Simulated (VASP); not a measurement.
# Au, self-consistent run: which settings are enough?

Au, Fm-3m (no. 225), 1 atom in the cell. PBE; PAW potentials Au (PBE set). VASP 6.6.1.

Wanted: energy within 1 meV/atom; forces within 0.005 eV/Å; pressure within 0.1 GPa.

POSCAR:
```
Au
1.0
    0.0000000000      2.0350000000      2.0350000000
    2.0350000000      0.0000000000      2.0350000000
    2.0350000000      2.0350000000      0.0000000000
Au
1
Direct
    0.0000000000      0.0000000000      0.0000000000
```

## One numerical tag moved

| One numerical tag moved | Energy less reference (meV/atom) | Forces, largest deviation (eV/Å) | Pressure (GPa) | SCF iterations | Time (s) |
|---|---|---|---|---|---|
| default | 0.0 | 0.0000 | 10.43 | 11 | 7.2 |
| NDAV = 8 | 0.0 | 0.0000 | 10.43 | 11 | 5.9 |
| LCORR = F | 0.0 | 0.0000 | 10.43 | 11 | 7.7 |
| LASYNC = T | 0.0 | 0.0000 | 10.43 | 11 | 5.7 |
| EBREAK = 1e-10 | 0.0 | 0.0000 | 10.43 | 11 | 7.9 |
| EBREAK = 0.0001 | 0.0 | 0.0000 | 10.42 | 12 | 10 |
| LMAXPAW = 0 | -0.4 | 0.0000 | 10.43 | 11 | 6.9 |
| LMAXPAW = -1 | 46.5 | 0.0000 | 11.21 | 11 | 5.8 |
| NBLK = 64 | 0.0 | 0.0000 | 10.43 | 11 | 5.8 |

## Question

For each series: keep the first row unless others stay within half of the tolerance and take at least 30 % less time, and then take the fastest.

## Answer

- one numerical tag moved: default

## The input

INCAR:
```
PREC     = Accurate       # precision mode
ENCUT    = 520            # plane-wave cutoff, eV
EDIFF    = 1E-7           # SCF threshold, eV
ISMEAR   = 1              # smearing method
SIGMA    = 0.1            # smearing width, eV
LREAL    = False          # projectors in reciprocal space
LASPH    = True           # aspherical terms in the spheres
ALGO     = Normal         # electronic algorithm
NELM     = 100            # most SCF steps
ISIF     = 2              # what is computed and relaxed
LWAVE    = False          # write WAVECAR
LCHARG   = False          # write CHGCAR
```

KPOINTS:
```
k-points
0
Gamma
  9 9 9
```

Commands:
```
cat potpaw_PBE.64/Au/POTCAR > POTCAR
mpirun -np 1 vasp_std > vasp.out
```

The chosen input took VASP 6.6.1 7.2 s on 1 core (Intel Xeon Platinum 8259CL @ 2.50GHz (Skylake/Cascade Lake)), a shared host.

## An input that fails: LMAXPAW = -1 without LASPH

It runs to its end, but against the unchanged starting input it is off by 46.5 meV/atom in the energy, 0.0000 eV/Å in the forces, 0.78 GPa in the pressure.

Changes against the starting input:
```
- LASPH = True
+ LASPH = False
+ LMAXPAW = -1
```
